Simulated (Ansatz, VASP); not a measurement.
## Two plane-wave programs on AlN

```
Al N
1.0
     3.08878    0.00000    0.00000
    -1.54439    2.67496    0.00000
     0.00000    0.00000    4.96802
Al N
2 2
Cartesian
  0.0000 1.7833 0.0000
  1.5444 0.8917 2.4840
  0.0000 1.7833 1.8978
  1.5444 0.8917 4.3818
```

Alike in both runs: task relaxation of the atoms; functional LDA; k mesh 8 × 8 × 5; no spin polarisation.

|  | VASP | Ansatz |
| --- | --- | --- |
| version | VASP 6.6.1 | Ansatz 0.2.0 |
| potentials or method | VASP PAW LDA potentials, release 64 (Al, N) | scalar-relativistic, plane waves, PAW |
| plane-wave cutoff (eV) | 520 | 420 |
| occupations | gaussian, width 0.01 eV | fixed |
| valence electrons in the cell | 16 | 16 |

```tsv
	VASP	Ansatz	Ansatz less VASP
gap on the k mesh at the Fermi level, each at its own relaxed structure (eV)	4.41	4.40	-0.007
```

Ansatz warned: «stress_scf_threshold_loose».
